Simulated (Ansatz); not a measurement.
Here is an Ansatz 0.2.0 calculation.

The input input.yaml:

```yaml
crystal:
  lattice:
    - [5.21946336, 0.0, 0.0]
    - [0.0, 5.00476369, 0.0]
    - [0.0, 0.0, 5.03268505]
  atoms:
    - { symbol: Hf, position: [0.966994, 0.73252082, 0.74144035] }
    - { symbol: Hf, position: [0.533006, 0.73252082, 0.24144035] }
    - { symbol: Hf, position: [0.466994, 0.26747918, 0.74144035] }
    - { symbol: Hf, position: [0.033006, 0.26747918, 0.24144035] }
    - { symbol: O, position: [0.63212745, 0.9286454, 0.87926726] }
    - { symbol: O, position: [0.86787255, 0.9286454, 0.37926726] }
    - { symbol: O, position: [0.23394852, 0.53988305, 0.49229239] }
    - { symbol: O, position: [0.26605148, 0.53988305, 0.99229239] }
    - { symbol: O, position: [0.76605148, 0.46011695, 0.99229239] }
    - { symbol: O, position: [0.73394852, 0.46011695, 0.49229239] }
    - { symbol: O, position: [0.13212745, 0.0713546, 0.87926726] }
    - { symbol: O, position: [0.36787255, 0.0713546, 0.37926726] }
hamiltonian:
  xc: rpbe
  pseudopotentials: { kind: paw }
  dispersion: d3bj
kpoints:
  mp_grid: { grid: [5, 6, 5] }
scf:
  occupations: { method: fermi_dirac, width: 0.05 }
output:
  forces: true
  stress: true
relax:
  f_tol: 0.01
  max_steps: 40
  cell: { stress_tol: 0.05 }
```

Potentials or basis: Ansatz PAW.

The run is started by

```console
$ ansatz run input.yaml --threads 2 --pin off --max-ram 5120MiB --backend cpu --events-out ev --progress --plain --runs-dir out
```

(1) What does it give for the band gap on the k mesh?

(2) What does it give for the relaxed cell?

(3) Predict the space group after relaxing (to 0.05 Å).

## Answers

(1) 4.70 eV.

(2) a = 5.175 Å, b = 4.937 Å, c = 4.904 Å, α = 90.00°, β = 90.00°, γ = 90.00°.

(3) Pca2_1 (No. 29).

Caveat: odd divisions of the mesh miss points on the zone boundary, where band edges often lie, so the gap on the mesh can be too wide; the plane-wave basis is chosen anew once the cell has moved, so the energies of steps on either side of that aren't comparable; spin-orbit coupling is left out, which moves the levels of the heavy elements.
